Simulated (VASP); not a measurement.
Wanted: the native input for a VASP 6.6.1 run.

```yaml
Task: single point
Functional: PBE
Potentials_or_basis: VASP PAW PBE potentials, release 64 (Pb_d)
Cutoff: 520 eV
k_mesh: 12 × 12 × 1
Occupations: methfessel-paxton, width 0.1 eV
Spin: no spin polarisation
Dipole_correction: yes
Further_INCAR_settings: ALGO = Fast; EDIFF = 1e-06
```

The structure of Pb lies in POSCAR:

```
Pb
1.0
    3.5645663000      0.0000000000      0.0000000000
   -1.7822831500      3.0870049700      0.0000000000
    0.0000000000      0.0000000000     17.9104561900
Pb
2
Direct
    0.6666666700      0.3333333300      0.4187498000
    0.3333333300      0.6666666700      0.5812502000
```

The slab is cut from a database's or a generator's crystal, which needn't be the stable form of the element.

These files were run (other wordings do the same):

INCAR

```
PREC     = Accurate       # precision mode
ENCUT    = 520            # plane-wave cutoff, eV
EDIFF    = 1E-6           # SCF threshold, eV
ISMEAR   = 1              # smearing method
SIGMA    = 0.1            # smearing width, eV
LREAL    = F              # projectors in reciprocal space
LASPH    = T              # aspherical terms in the spheres
NELM     = 80             # most SCF steps
ALGO     = Fast           # electronic algorithm
ISIF     = 2              # what is computed and relaxed
LWAVE    = F              # write WAVECAR
LCHARG   = F              # write CHGCAR
LDIPOL   = T            
IDIPOL   = 3            
DIPOL    = 0.5 0.5 0.500
GGA      = PE             # functional
LVHAR    = T            
LVACPOTAV= T            
ICORELEVEL= 1
```

KPOINTS

```
Automatic mesh
0
Gamma
  12 12 1
```

Potentials or basis: VASP PAW PBE potentials, release 64 (Pb_d).

Command:

```sh
$ cat potpaw_PBE.64/Pb_d/POTCAR > POTCAR
$ mpirun -np 1 vasp_std > vasp.out
```

It gave:

```yaml
Largest_force: 0.504 eV/Å
Band_gap_on_the_k_mesh: none (metal or under the smearing width)
Work_function_of_the_upper_face: 3.47 eV
Work_function_of_the_lower_face: 3.47 eV
```

Wall time 100 s on 1 thread of Intel(R) Xeon(R) Platinum 8488C (Sapphire Rapids) (shared host), peak memory 0.32 GiB.
